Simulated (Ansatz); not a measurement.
# CdSe: the cost of one run

Program: Ansatz 0.2.0. PAW datasets, plane waves, zero pressure. The structure was generated, not taken from experiment, and needn't be the ground state; spin polarisation is off.

### Step 1. The cell

This is the cell as the run starts from it, not yet at rest; its lengths are not the crystal's.

It is hexagonal, P6_3mc (No. 186); conventional cell a = 4.185 Å, c = 13.667 Å, 25.91 Å³ an atom. Near Cd stand 4 Se at 2.56 Å; near Se stand 4 Cd at 2.56 Å.

Coordinates:

Space group P6_3mc (No. 186). a = 4.185 Å, b = 4.185 Å, c = 13.667 Å, α = 90.00°, β = 90.00°, γ = 120.00°
```csv
atom,site,symmetry,x,y,z
Cd,2a,3m.,0.0000,0.0000,0.0000
Cd,2b,3m.,0.3333,0.6667,0.2500
Se,2a,3m.,0.0000,0.0000,0.1875
Se,2b,3m.,0.3333,0.6667,0.4375
```

### Step 2. Relaxation with PBE

The input, input.yaml:

```yaml
crystal:
  lattice:
    - [4.1847082766, 0.0, 0.0]
    - [-2.0923541383, 3.6240636749, 0.0]
    - [0.0, 0.0, 13.6672572313]
  atoms:
    - { symbol: Cd, position: [0.0, 0.0, 0.0] }
    - { symbol: Cd, position: [0.3333333333, 0.6666666667, 0.25] }
    - { symbol: Cd, position: [0.0, 0.0, 0.5] }
    - { symbol: Cd, position: [0.6666666667, 0.3333333333, 0.75] }
    - { symbol: Se, position: [0.0, 0.0, 0.1875] }
    - { symbol: Se, position: [0.3333333333, 0.6666666667, 0.4375] }
    - { symbol: Se, position: [0.0, 0.0, 0.6875] }
    - { symbol: Se, position: [0.6666666667, 0.3333333333, 0.9375] }
kpoints:
  mp_grid: { grid: [6, 6, 2] }
hamiltonian:
  xc: pbe
scf:
  occupations: { method: fermi_dirac, width: 0.02 }
relax:
  f_tol: 0.005
  cell: {}
```

On the command line:

```console
$ ansatz run input.yaml --threads 4 --pin off --max-ram 7372MiB --backend cpu --events-out ev --progress --plain --runs-dir out
```

**Question.** How long does this run take on 4 threads of Intel Xeon at 2.70GHz, shared host, and how much memory does it need?

About 36 s, with a peak of 0.85 GiB.
